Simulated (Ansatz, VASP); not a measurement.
# Ti: VASP beside Ansatz

Contents of INCAR:

```
  ALGO = Normal
  EDIFF = 1E-6
  ENCUT = 520
  GGA = PE
  ISIF = 2
  ISMEAR = -1
  LASPH = True
  LCHARG = False
  LREAL = False
  LWAVE = False
  NBANDS = 12
  NELM = 100
  PREC = Accurate
  SIGMA = 0.05
```

The input KPOINTS:

```
k-points
0
Gamma
  15 15 15
```

Contents of POSCAR:

```
Ti
1.0
    2.6837543869      0.0000000000      0.0000000000
    0.0000000000      2.6837543869      0.0000000000
    0.0000000000      0.0000000000      2.6837543869
Ti
1
Direct
    0.0000000000      0.0000000000      0.0000000000
```

Input for Ansatz:

```yaml
crystal:
  lattice:
    - [2.6837543869, 0.0, 0.0]
    - [0.0, 2.6837543869, 0.0]
    - [0.0, 0.0, 2.6837543869]
  atoms:
    - { symbol: Ti, position: [0.0, 0.0, 0.0] }
kpoints:
  mp_grid: { grid: [15, 15, 15] }
scf:
  occupations: { method: fermi_dirac, width: 0.05 }
hamiltonian:
  xc: pbe
  pseudopotentials: { kind: all_electron, lapw: { basis_error: 0.0005 } }
output:
  forces: true
  stress: true
  eigenvalues: true
```

Change from the starting cell: volume scaled by 1.05.

Alike in both runs: task single point; functional PBE; k mesh 15 × 15 × 15; occupations fermi-dirac, width 0.05 eV; no spin polarisation.

|  | VASP | Ansatz |
| --- | --- | --- |
| version | VASP 6.6.1 | Ansatz 0.2.0 |
| potentials or method | VASP PAW PBE potentials, release 64 (Ti_sv) | all-electron LAPW, scalar-relativistic |
| plane-wave cutoff (eV) | 520 | see its input |

Ansatz gave:

```
pressure (GPa) : -3.4
```

What did VASP give for the same quantities?

Pressure (GPa): -3.5.

Ansatz ran all-electron here, so the differences hold the error of VASP's frozen core and of both bases.
